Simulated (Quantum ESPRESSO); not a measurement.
LiF (Griceite):

```
F Li
1.0
     0.00000    2.01400    2.01400
     2.01400    0.00000    2.01400
     2.01400    2.01400    0.00000
F Li
1 1
Cartesian
  2.0140 2.0140 2.0140
  0.0000 0.0000 0.0000
```

```yaml
Program: Quantum ESPRESSO 7.5
Task: phonons
Functional: LDA
Potentials_or_basis: PseudoDojo 0.4.1 SR LDA standard
Cutoff: 1143 eV
Density_cutoff: 4572 eV
k_mesh: 6 × 6 × 6, shifted
Occupations: fermi-dirac, width 0.05 eV
Spin: no spin polarisation
Target_pressure: 5 GPa
Form_of_the_LDA_correlation: PW92
Mixing_beta: 0.5
Most_SCF_iterations: 120
SCF_threshold: 4e-10 Ry
```

The cell and the atoms were relaxed first at 5 GPa, to 7.07 Å³/atom (a = 2.714 Å, b = 2.714 Å, c = 2.714 Å, α = 60.00°, β = 60.00°, γ = 60.00°), and the response was taken there.

The first run showed a gap, so the response started from a second, tighter run with fixed occupations.

The run gives a transverse optical frequency of 389 cm⁻¹, an electronic dielectric constant of 2.13 and Born charges of ±1.04 e.

Problem. What are the longitudinal frequency and the static dielectric constant?

Solution. The longitudinal mode lies at 705 cm⁻¹, 316 cm⁻¹ over the transverse one, and the static constant is 6.98. The two agree with the Lyddane-Sachs-Teller relation: (705/389)² = 3.28 and 6.98/2.13 = 3.28.

Caveat: the cell is more than 3 GPa from zero pressure, which shifts response properties.
